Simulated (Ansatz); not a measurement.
**Stress against strain in CdS**

```yaml
crystal:
  lattice:
    - [0.00000, 2.94295, 2.94295]
    - [2.94295, 0.00000, 2.94295]
    - [2.94295, 2.94295, 0.00000]
  atoms:
    - { symbol: Cd, position: [0.00000, 0.00000, 0.00000] }
    - { symbol: S, position: [0.75000, 0.75000, 0.75000] }
```

Atom numbers follow the list: Cd1, S2.

The conventional cell has a = 5.886 Å, b = 5.886 Å, c = 5.886 Å, α = 90.00°, β = 90.00°, γ = 90.00°. Around Cd (atom 1) lie 4 S at 2.55 Å. S (atom 2) is surrounded by 4 Cd at 2.55 Å.

Structure from Materials Project entry mp-2469 (possibly hypothetical), not relaxed further.

Theory: DFT, PBEsol, all-electron LAPW, scalar-relativistic in Ansatz 0.2.0.

The runs use a Γ-centred 7×7×7 k mesh, Fermi–Dirac smearing of 0.02 eV, basis error target 0.5 meV/atom, no spin polarisation.

The strain is applied along the Cartesian axes of the cell as listed (γ is the engineering shear, twice εxy = εyz = εzx). Fractional coordinates are held (clamped ions).

σ is the change of stress from the unstrained cell, which is at -1.78 GPa; tension is positive, so slopes are stress–strain coefficients at that pressure.

Only quantities that a quadratic follows smoothly over the whole series are listed; rougher ones are left out.

| γ | σxy (GPa) |
| --- | --- |
| -0.0300 | -1.54 |
| -0.0200 | -1.00 |
| -0.0100 | -0.49 |
| 0.0000 | 0.00 |
| 0.0200 | 0.90 |
| 0.0300 | 1.31 |

Problem. Fit the series and read off the stiffness at zero strain.

Solution. Least-squares fits y = p0 + p1 x + p2 x² to the rows give σxy (GPa): p1 = 47.5, p2 = -130. So C44 (clamped ions) = 48 GPa.

Problem. One run, at γ = 0.0100, is withheld. Predict its row.

Solution. The fits give 0.46; the run gave 0.46.
